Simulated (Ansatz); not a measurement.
The system is SrO.

```xyz
2
Lattice="0.0000 2.5663 2.5663 2.5663 0.0000 2.5663 2.5663 2.5663 0.0000" Properties=species:S:1:pos:R:3 pbc="T T T"
Sr    2.5663    2.5663    2.5663
O     0.0000    0.0000    0.0000
```

Base run:

| Item | Value |
| --- | --- |
| Program | Ansatz 0.2.0 |
| Functional | BLYP |
| Potentials or basis | Ansatz PAW |
| Cutoff | 420 eV (not typed: the program's choice for these potentials) |
| k mesh | 9 × 9 × 9 |
| Occupations | fermi-dirac, width 0.05 eV |
| Spin | no spin polarisation |

Its results: band gap on the k mesh 3.51 eV, indirect (least direct gap 3.58 eV); pressure 6.2 GPa.

Question: After a change of settings the same cell gave: band gap on the k mesh 3.85 eV, indirect (least direct gap 3.93 eV); pressure 1.5 GPa. Which change was it?
A. functional from BLYP to r2SCAN; cutoff from 420 eV (not typed: the program's choice for these potentials) to 500 eV (not typed: the program's choice for these potentials)
B. functional from BLYP to revPBE
C. functional from BLYP to RPBE

Answer: A.

r2SCAN gives the wider gap, since meta-GGAs in the generalised Kohn-Sham scheme recover part of the derivative discontinuity.

Caveats: the k mesh misses the band edges, so the gap on the mesh is wider than the one along the path; the PAW data sets come from PBE, with cores solved anew for the run's functional, which leaves a small shift of forces and pressure.

Runs at the PBE level aren't shown here.
